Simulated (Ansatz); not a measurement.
A crystal relaxed with r2SCAN in Ansatz has space group I-4m2 (No. 119) and a = 4.012 Å, c = 17.002 Å.

| atom | site | x | y | z |
| --- | --- | --- | --- | --- |
| Al | 2a | 0.0000 | 0.0000 | 0.0000 |
| Xx | 4f | 0.5000 | 0.0000 | 0.4168 |
| Ga | 4e | 0.0000 | 0.0000 | 0.3332 |
| Xx | 2c | 0.0000 | 0.5000 | 0.2500 |

With r2SCAN the gap is 1.38 eV and direct, at Γ. HSE06 gives a direct gap of 1.75 eV at Γ. With PBE the gap is 0.89 eV and direct, at Γ. Meshes: r2SCAN 10×10×10, HSE06 6×6×6, PBE 10×10×10.

Task: Which element is Xx?
A. As
B. N
C. Bi
D. Sb

Result: A. Xx is As: an ordered 6-atom cell of AlGa₂As₃ on the zincblende lattice (I-4m2). Al is surrounded by 4 As at 2.45 Å; As is surrounded by 2 Al at 2.45 Å and 2 Ga at 2.46 Å; Ga is surrounded by 4 As at 2.45–2.46 Å; As is surrounded by 4 Ga at 2.45 Å.

No spin polarisation. The prototype was imposed, so other structures may be more stable.

The runs are scalar-relativistic, without spin-orbit coupling.
